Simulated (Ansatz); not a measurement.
**BN: equation of state with LDA**

BN:

```
N B
1.0
     2.55394    0.00000    0.00000
    -1.27697    2.21178    0.00000
     0.00000    0.00000    4.22685
N B
2 2
Direct
  0.33333 0.66667 0.12528
  0.66667 0.33333 0.62528
  0.33333 0.66667 0.49972
  0.66667 0.33333 0.99972
```

Measurements of this composition are mostly on another form, of space group No. 194.

```
Program             : Ansatz 0.2.0
Task                : equation of state
Functional          : LDA
Potentials or basis : all-electron LAPW, scalar-relativistic
Basis error allowed : 0.002 eV/atom
k mesh              : 12 × 12 × 6
Occupations         : fermi-dirac, width 0.05 eV
Spin                : no spin polarisation
```

The equilibrium volume is 5.76 Å³/atom. The bulk modulus at fixed shape and positions is 403 GPa and the pressure derivative of the bulk modulus is 3.7.

Energy against volume, from the lowest point:
| volume (Å³/atom) | energy (meV/atom) |
| --- | --- |
| 5.611 | 4.69 |
| 5.730 | 0.00 |
| 5.850 | 1.68 |
| 5.969 | 9.13 |
| 6.088 | 21.84 |
| 6.208 | 39.31 |
| 6.327 | 61.11 |

All runs of the series together: 91 s on 2 threads of Arm Neoverse V1, on a shared host.

Caveat: the cell was scaled at fixed shape and fractional positions, which overstates the stiffness of a crystal with free parameters, most of all of layers and chains.
